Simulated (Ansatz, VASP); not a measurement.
## Ti in VASP and in Ansatz

The input INCAR:

```
SYSTEM = Ti
  ALGO = Normal
  EDIFF = 1E-6
  ENCUT = 520
  GGA = PS
  ISIF = 2
  ISMEAR = 0
  LASPH = .True.
  LCHARG = .False.
  LREAL = .False.
  LWAVE = .False.
  NBANDS = 12
  NELM = 100
  PREC = Accurate
  SIGMA = 0.15
```

File KPOINTS:

```
k-points
0
Gamma
  20 20 20
  0 0 0
```

Contents of POSCAR:

```
Ti
1.0
   -1.6163850000      1.6163850000      1.6163850000
    1.6163850000     -1.6163850000      1.6163850000
    1.6163850000      1.6163850000     -1.6163850000
Ti
1
Direct
    0.0000000000      0.0000000000      0.0000000000
```

Input for Ansatz:

```yaml
crystal:
  lattice:
    - [-1.616385, 1.616385, 1.616385]
    - [1.616385, -1.616385, 1.616385]
    - [1.616385, 1.616385, -1.616385]
  atoms:
    - { symbol: Ti, position: [0.0, 0.0, 0.0] }
basis:
  ecutwfc: 420
kpoints:
  mp_grid: { grid: [20, 20, 20] }
hamiltonian:
  xc: pbesol
scf:
  occupations: { method: gaussian, width: 0.15 }
output:
  forces: true
  stress: true
  eigenvalues: true
```

Change from the starting cell: strain -0.015 along x and y, -0.015 along z, atoms carried along.

Alike in both runs: task single point; functional PBEsol; k mesh 20 × 20 × 20; occupations gaussian, width 0.15 eV; no spin polarisation.

```csv
,VASP,Ansatz
version,VASP 6.6.1,Ansatz 0.2.0
potentials or method,"VASP PAW PBE potentials, release 64 (Ti_sv)","scalar-relativistic, plane waves, PAW"
plane-wave cutoff (eV),520,420
valence electrons in the cell,12,12
```

```tsv
	VASP	Ansatz	Ansatz less VASP
gap on the k mesh at the Fermi level (eV)	none	none	-
pressure (GPa)	-2.5	-2.2	+0.24
```

A gap of «none» marks a metal or a gap that the smearing closes. With one functional, cell and mesh, what is left measures potentials, basis and numerics.

Caveats: the PAW data sets were made with another functional, which shifts forces and pressure a little (VASP).
